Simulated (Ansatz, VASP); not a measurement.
**Two plane-wave programs on Ba**

```
Ba
1.0
     3.99965    0.00000    0.00000
     0.00000    3.99965    0.00000
     0.00000    0.00000    3.71371
Ba
1
Direct
  0.50000 0.50000 0.50000
```

Change from the starting cell: strain +0.000 along x and y, +0.030 along z, atoms carried along.

Alike in both runs: task single point; functional PBEsol; k mesh 12 × 12 × 14; occupations gaussian, width 0.15 eV; no spin polarisation.

|  | VASP | Ansatz |
| --- | --- | --- |
| version | VASP 6.6.1 | Ansatz 0.2.0 |
| potentials or method | VASP PAW PBE potentials, release 64 (Ba_sv) | scalar-relativistic, plane waves, PAW |
| plane-wave cutoff (eV) | 520 | 420 |
| valence electrons in the cell | 10 | 10 |

|  | VASP | Ansatz | Ansatz less VASP |
| --- | --- | --- | --- |
| gap on the k mesh at the Fermi level (eV) | none | none | - |
| pressure (GPa) | -0.3 | -0.5 | -0.15 |
| largest component of the traceless stress (GPa) | 1.70 | 1.63 | -0.068 |

A gap of «none» marks a metal or a gap that the smearing closes.

Caveats: the PAW data sets were made with another functional, which shifts forces and pressure a little (VASP). The runs have no spin-orbit coupling, so splittings on Ba are missing.
